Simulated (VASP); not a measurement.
A VASP 6.6.1 relaxation on SiO₂

INCAR

```
PREC = Accurate
NBANDS = 15
SIGMA = 0.02
EDIFF = 1E-7
ISMEAR = -1
LWAVE = .FALSE.
NSW = 40
IBRION = 2
ENCUT = 600
LASPH = .TRUE.
LREAL = .FALSE.
LCHARG = .FALSE.
EDIFFG = -5E-3
NELM = 120
GGA = 91
ISIF = 3
```

KPOINTS

```
KPOINTS created by Atomic Simulation Environment
0
Gamma
8 8 8
0 0 0
```

POSCAR

```
Si O
 1.0000000000000000
     0.0000000000000000    2.2903635270075742    2.2903635270075742
     2.2903635270075742    0.0000000000000000    2.2903635270075742
     2.2903635270075742    2.2903635270075742   -0.0000000000000000
 Si  O
   1   2
Cartesian
  0.0000000000000000  0.0000000000000000  0.0000000000000000
  1.1451817635037871  1.1451817635037871  1.1451817635037871
  3.4355452905113619  3.4355452905113619  3.4355452905113619
```

The recommended PBE PAW datasets give the neutral cell 16 valence electrons.

Command

```
mpirun -np 1 vasp_std
```

Task: Predict the outcome of this run.

Result: It converged. Results: relaxed cell vector lengths 3.238, 3.238, 3.238 Å; relaxed cell volume 24.01 Å³.

OSZICAR

```
N       E                     dE             d eps       ncg     rms          rms(c)
DAV:   1     0.602620809346E+02    0.60262E+02   -0.93028E+03   894   0.113E+03
DAV:   2    -0.202630385532E+02   -0.80525E+02   -0.71052E+02  1150   0.232E+02
DAV:   3    -0.228731285280E+02   -0.26101E+01   -0.25987E+01  1045   0.405E+01
DAV:   4    -0.228829835334E+02   -0.98550E-02   -0.98546E-02  1129   0.292E+00
DAV:   5    -0.228830341194E+02   -0.50586E-04   -0.50586E-04  1038   0.204E-01    0.109E+01
DAV:   6    -0.200684935661E+02    0.28145E+01   -0.55933E+00   891   0.219E+01    0.384E+00
DAV:   7    -0.200729867919E+02   -0.44932E-02   -0.27736E-01  1052   0.428E+00    0.171E+00
DAV:   8    -0.200675722486E+02    0.54145E-02   -0.16793E-02   919   0.138E+00    0.491E-01
DAV:   9    -0.200685622237E+02   -0.98998E-03   -0.23744E-03   947   0.479E-01    0.162E-01
DAV:  10    -0.200687815488E+02   -0.21933E-03   -0.50353E-04   996   0.171E-01    0.248E-02
...
DAV:   4    -0.200687805472E+02    0.29214E-05   -0.16980E-06   898   0.120E-02    0.318E-03
DAV:   5    -0.200687804941E+02    0.53097E-07   -0.33608E-07   954   0.489E-03
   2 F= -.20068780E+02 E0= -.20068780E+02  d E =-.441400E-05
       N       E                     dE             d eps       ncg     rms          rms(c)
DAV:   1    -0.200688358137E+02   -0.55266E-04   -0.92863E-04   898   0.287E-01    0.522E-02
DAV:   2    -0.200687945008E+02    0.41313E-04   -0.92808E-05   891   0.901E-02    0.110E-02
DAV:   3    -0.200687936481E+02    0.85269E-06   -0.64419E-06   975   0.198E-02    0.484E-03
DAV:   4    -0.200687931855E+02    0.46265E-06   -0.35242E-07   884   0.546E-03    0.145E-03
DAV:   5    -0.200687931090E+02    0.76493E-07   -0.65412E-08   463   0.223E-03
   3 F= -.20068793E+02 E0= -.20068793E+02  d E =-.170289E-04
```

| ionic step | ΔE (meV/atom) | volume (Å³) | largest force (eV/Å) | pressure (GPa) | electronic steps |
| --- | --- | --- | --- | --- | --- |
| 1 | 0.0 | 24.03 | 0.000 | -0.24 | 13 |
| 2 | 0.0 | 23.99 | 0.000 | 0.20 | 5 |
| 3 | 0.0 | 24.01 | 0.000 | 0.01 | 5 |

For comparison, a separate PBEsol relaxation on usual settings, not on those above, ends at 23.48 Å³.
